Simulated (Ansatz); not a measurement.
# TePb: how the settings move a single-point run

Question: which choices in the input matter for TePb? The cell is built on a prototype (CsCl type) and needn't be the phase found in nature.

Program: Ansatz 0.2.0. Level of theory: reference: DFT, PBE, plane waves, PAW. These are calculated values, not measurements.

5 further runs of the same task are left out: 1 for a known fault of the program, 4 that didn't finish.

### 1 The system as given

Symmetry: Pm-3m, No. 221, cubic system. Conventional cell: a = 3.975 Å, b = 3.975 Å, c = 3.975 Å, α = 90.00°, β = 90.00°, γ = 90.00°. Pb (site symmetry m-3m) is surrounded by 8 Te at 3.44 Å. Around Te (site symmetry m-3m) lie 8 Pb at 3.44 Å.

As a file:

```cif
data_structure
_symmetry_space_group_name_H-M 'Pm-3m'
_symmetry_Int_Tables_number 221
_cell_length_a 3.9750
_cell_length_b 3.9750
_cell_length_c 3.9750
_cell_angle_alpha 90.000
_cell_angle_beta 90.000
_cell_angle_gamma 90.000
_cell_volume 62.81
loop_
_atom_site_label
_atom_site_type_symbol
_atom_site_symmetry_multiplicity
_atom_site_Wyckoff_symbol
_atom_site_fract_x
_atom_site_fract_y
_atom_site_fract_z
_atom_site_occupancy
Pb1 Pb 1 a 0.00000 0.00000 0.00000 1
Te1 Te 1 b 0.50000 0.50000 0.50000 1
```

### 2 The reference run

The input, input.yaml:

```yaml
crystal:
  lattice:
    - [3.9750058709, 0.0, 0.0]
    - [0.0, 3.9750058709, 0.0]
    - [0.0, 0.0, 3.9750058709]
  atoms:
    - { symbol: Pb, position: [0.0, 0.0, 0.0] }
    - { symbol: Te, position: [0.5, 0.5, 0.5] }
kpoints:
  mp_grid: { grid: [4, 4, 4] }
hamiltonian:
  xc: pbe
scf:
  occupations: { method: fermi_dirac, width: 0.02 }
  n_extra_bands: 4
output:
  forces: true
  stress: true
  eigenvalues: true
```

On the command line:

```
> ansatz run input.yaml --threads 4 --pin off --max-ram 3686MiB --backend cpu --events-out ev --progress --plain --runs-dir out
```

### 3 Changed: ecutwfc 250

Edit input.yaml of step 2 so:

```diff
@@ -19 +19,3 @@
   eigenvalues: true
+basis:
+  ecutwfc: 250
```

### 4 Changing settings: xc mr2scan

Edit input.yaml of step 2 so:

```diff
@@ -11,3 +11,3 @@
 hamiltonian:
-  xc: pbe
+  xc: mr2scan
 scf:
```

### 5 Changing settings: exchange pbe, correlation pbe, coeff 0.75, omega 0.2078

Edit input.yaml of step 2 so:

```diff
@@ -11,3 +11,6 @@
 hamiltonian:
-  xc: pbe
+  xc:
+    exchange: pbe
+    correlation: pbe
+    exx: { coeff: 0.75, omega: 0.2078 }
 scf:
```

What does the calculation give? Wanted: for each run, ending; energy change; pressure; gap; force.

The runs gave:

| run | ending | energy change | pressure (GPa) | gap (eV) | force (eV/Å) | cycles | time |
| --- | --- | --- | --- | --- | --- | --- | --- |
| reference | converged | 0 | 1.5 | 0.00 | 0.00 | 8 | 1.4 s |
| 1: ecutwfc 250 | converged | +717.3 meV/atom | 0.8 | 0.00 | 0.00 | 8 | 0.99 s |
| 2: xc mr2scan | converged | not comparable | 1.3 | 0.00 | 0.00 | 6 | 2.2 s |
| 3: exchange pbe, correlation pbe, coeff 0.75, omega 0.2078 | converged | not comparable | -1.4 | 0.00 | 0.00 | 33 | 56 s |

Residual by cycle in the longest SCF loop of each run; runs are numbered as in the table. The quantity is the density residual dr2, in eV.

```
cycle  reference    run 1   run 2    run 3
    1     0.0249    0.081  0.0726   0.0205
    2    0.00529  0.00716  0.0139  0.00218
    3     4.6e-4  0.00203  3.2e-4   2.2e-4
    4     1.1e-5   8.3e-4  3.2e-5   3.8e-6
    5     2.3e-6   3.0e-4  1.5e-6   4.3e-7
    6     9.3e-7   1.3e-6  4.2e-8   2.2e-7
    7     1.7e-7   2.4e-8       -   5.0e-8
    8     7.3e-9   1.1e-9       -   1.2e-8
    9          -        -       -  7.1e-10
```

What this shows: «ecutwfc 250» moves the energy by +717.3 meV/atom. Semilocal functionals close small gaps, so the missing gap need not be the real solid's. Run 1 ran under the cutoff that the potentials recommend, as the log warns, so basis error is mixed into its values, and swamps them where the cutoff is far short. Of the variants the dearest is «exchange pbe, correlation pbe, coeff 0.75, omega 0.2078» (56 s), the cheapest «ecutwfc 250» (0.99 s), on a shared host.
